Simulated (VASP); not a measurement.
# MnO₂: magnetic anisotropy, by functional

MnO₂, P6_3/mmc (no. 194), 6 atoms in the cell.

| Functional | Largest energy difference between the axes (meV per magnetic atom) | Spin moment (muB per cell) | Time (s) |
|---|---|---|---|
| PBE | 0.16 | 6.00 | 347 |
| PBEsol | 0.16 | 6.00 | 296 |

Limits: Only one order of the moments was run.

## Input of the first row

INCAR.step1:
```
ALGO     = Normal         # electronic algorithm
EDIFF    = 1E-8           # SCF threshold, eV
ENCUT    = 450            # plane-wave cutoff, eV
GGA      = PE             # functional
GGA_COMPAT= F            
ISMEAR   = 0              # smearing method
ISPIN    = 2              # spin polarisation
ISYM     = 2            
LASPH    = T              # aspherical terms in the spheres
LCHARG   = T              # write CHGCAR
LDAU     = T              # DFT+U
LDAUJ    = 0 0          
LDAUL    = 2 -1           # shell
LDAUPRINT= 1            
LDAUTYPE = 2            
LDAUU    = 3 0            # U, eV
LMAXMIX  = 4              # l up to which the mixer works
LORBIT   = 11             # projections on sites
LREAL    = F              # projectors in reciprocal space
LWAVE    = F              # write WAVECAR
MAGMOM   = 5 5 0 0 0 0    # initial moments
NBANDS   = 37             # bands
NELM     = 200            # most SCF steps
PREC     = Accurate       # precision mode
SIGMA    = 0.05           # smearing width, eV
```

INCAR.step2, as INCAR.step1 but for:
```
- ISPIN = 2
- LCHARG = T
- MAGMOM = 5 5 0 0 0 0
- NBANDS = 37
+ ICHARG = 11
+ LCHARG = F
+ LORBMOM = T
+ LSORBIT = T
+ MAGMOM = 0 0 5 0 0 5 0 0 0 0 0 0 0 0 0 0 0 0
+ NBANDS = 74
+ SAXIS = 0 0 1
```

INCAR.step3, as INCAR.step2 but for:
```
- SAXIS = 0 0 1
+ SAXIS = 1 0 0
```

KPOINTS:
```
k-points
0
Gamma
  10 10 3
```

POSCAR:
```
MnO2
1.0
    2.8549554371      0.0000000000      0.0000000000
   -1.4274777185      2.4724639352      0.0000000000
    0.0000000000      0.0000000000     10.2217427273
Mn O
2 4
Direct
    0.0000000000      0.0000000000      0.5000000000
    0.0000000000      0.0000000000      0.0000000000
    0.6666666667      0.3333333333      0.4068564500
    0.6666666667      0.3333333333      0.0931435500
    0.3333333333      0.6666666667      0.5931435500
    0.3333333333      0.6666666667      0.9068564500
```

Commands (each step's output is kept before the next begins):
```
cat potpaw_PBE.64/Mn_pv/POTCAR potpaw_PBE.64/O/POTCAR > POTCAR
cp INCAR.step1 INCAR
mpirun -np 8 vasp_std > vasp.out
cp INCAR.step2 INCAR
mpirun -np 8 vasp_ncl > vasp.out
cp INCAR.step3 INCAR
mpirun -np 8 vasp_ncl > vasp.out
```

Changes of the last row against the first:
```
(all steps)
- GGA = PE
+ GGA = PS
```

VASP 6.6.1 took 347 s on 8 cores (AMD EPYC 7R13 (Zen 3)), a shared host.
